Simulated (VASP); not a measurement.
# From VASP inputs to Ansatz: PbSe (rocksalt)

INCAR, step 1 (PBE orbitals to start from)

```
ENCUT = 520
LASPH = .TRUE.
GGA = PE
PREC = Accurate
SIGMA = 0.01
LWAVE = .TRUE.
NELM = 120
LCHARG = .FALSE.
ISMEAR = 0
EDIFF = 1E-5
NBANDS = 17
LREAL = .FALSE.
```

INCAR, step 2

```
LHFCALC = .TRUE.
NELM = 120
LWAVE = .FALSE.
LCHARG = .FALSE.
NSW = 0
LREAL = .FALSE.
ISTART = 1
AEXX = 0.25
ENCUT = 520
HFRCUT = -1
SIGMA = 0.01
PRECFOCK = Fast
EDIFF = 1E-7
IBRION = -1
ISIF = 2
ISMEAR = 0
LASPH = .TRUE.
NBANDS = 17
PREC = Accurate
ALGO = Normal
GGA = PE
```

KPOINTS

```
KPOINTS created by Atomic Simulation Environment
0
Gamma
6 6 6
0 0 0
```

KPOINTS_OPT

```
special points
6
Reciprocal
0.0000000000 0.0000000000 0.0000000000 1
0.5000000000 0.0000000000 0.5000000000 1
0.5000000000 0.2500000000 0.7500000000 1
0.3750000000 0.3750000000 0.7500000000 1
0.5000000000 0.5000000000 0.5000000000 1
0.6250000000 0.2500000000 0.6250000000 1
```

POSCAR

```
Pb Se
 1.0000000000000000
     0.0000000000000000    3.0887022138622031    3.0887022138622031
     3.0887022138622031   -0.0000000000000000    3.0887022138622031
     3.0887022138622031    3.0887022138622031   -0.0000000000000000
 Pb  Se
   1   1
Cartesian
 -0.0000000000000000 -0.0000000000000000 -0.0000000000000000
  3.0887022138622031  3.0887022138622031  3.0887022138622031
```

VASP ran with the recommended PBE PAW datasets (20 valence electrons in the cell).

Problem. Write an Ansatz input for this cell and level of theory.

Solution. 

```yaml
crystal:
  lattice:
    - [0.0, 3.0887022139, 3.0887022139]
    - [3.0887022139, 0.0, 3.0887022139]
    - [3.0887022139, 3.0887022139, 0.0]
  atoms:
    - { symbol: Pb, position: [0.0, 0.0, 0.0] }
    - { symbol: Se, position: [0.5, 0.5, 0.5] }
kpoints:
  mp_grid: { grid: [6, 6, 6] }
  band_path:
    path:
      - [0.0, 0.0, 0.0]
      - [0.5, 0.0, 0.5]
      - [0.5, 0.25, 0.75]
      - [0.375, 0.375, 0.75]
      - [0.5, 0.5, 0.5]
      - [0.625, 0.25, 0.625]
    npoints: 1
hamiltonian:
  xc: pbe0
scf:
  occupations: { method: fixed }
  n_extra_bands: 4
output:
  forces: true
  stress: true
  eigenvalues: true
```

Other inputs would serve too.

```
                               VASP    Ansatz
gap between bands v and c   1.35 eV   1.34 eV
         least direct gap   1.35 eV   1.34 eV
                 pressure  -0.2 GPa  -0.1 GPa
```

Each program uses its own PAW datasets. VASP's cell holds 20 valence electrons and Ansatz's 30. Ansatz's stress includes a Pulay correction; VASP's doesn't.
